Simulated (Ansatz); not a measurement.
An input for Ansatz 0.2.0 (AlN (P6_3mc)):

```yaml
crystal:
  lattice:
    - [3.113, 0.0, 0.0]
    - [-1.5565, 2.695937082, 0.0]
    - [0.0, 0.0, 4.981]
  atoms:
    - { symbol: Al, position: [0.3333333333, 0.6666666667, 0.0] }
    - { symbol: Al, position: [0.6666666667, 0.3333333333, 0.5] }
    - { symbol: "N", position: [0.3333333333, 0.6666666667, 0.38] }
    - { symbol: "N", position: [0.6666666667, 0.3333333333, 0.88] }
kpoints:
  mp_grid: { grid: [6, 6, 4] }
hamiltonian:
  xc: pbe
scf:
  occupations: { method: fixed }
gw:
  n_empty_bands: 174
  ecut_chi: 150
  qp_bands: [v2, c2]
  qp_kpoints: band_edges
  screening: { model: contour_deformation }
```

The database entry behind the starting cell differs from later determinations by our own check (inner coordinate u about 0.002 short), so it need not match the best structure at ambient conditions.

```sh
ansatz run input.yaml --threads 3 --pin off --max-ram 92160MiB --backend cuda --events-out ev --progress --plain --runs-dir out --devices 1 --max-vram 13GiB  # rebuilt from the run's record
```

**Question.** How long will it take on 1 × NVIDIA H100 80GB HBM3 (shared by 6 runs) with 3 threads of AMD EPYC 7R13 (Zen 3), shared host, and how much memory?

It took 17 s; on shared hardware allow 8.5 s to 34 s. Peak host memory was 1.2 GiB. The sizes that set the cost: 809 plane waves a state, 21 irreducible k points, 182 bands summed, 159 plane waves in the screening and 6 SCF cycles.

The screening grows as filled bands × empty bands × pairs of k points, times the square of the screening basis for the matrix.

[Paths, hosts, dates, memory and timing lines, banners, echoed tables and standing remarks are left out of the program output.]

[Logs are printed without paths, hosts, clocks, repeated set-up lines and the standing remarks that a program may print on its own settings, such as how far it seeks lower states.]

[Runs of the session that timed out or met a known fault of the program may be left out.]

[Cells called generated may have been cut or substituted from an entry of the Crystallography Open Database or the Materials Project.]

[Hosts, paths, dates, database ids (printed as entryN), source tags and the programs' standing remarks are cut or masked in the printed files.]
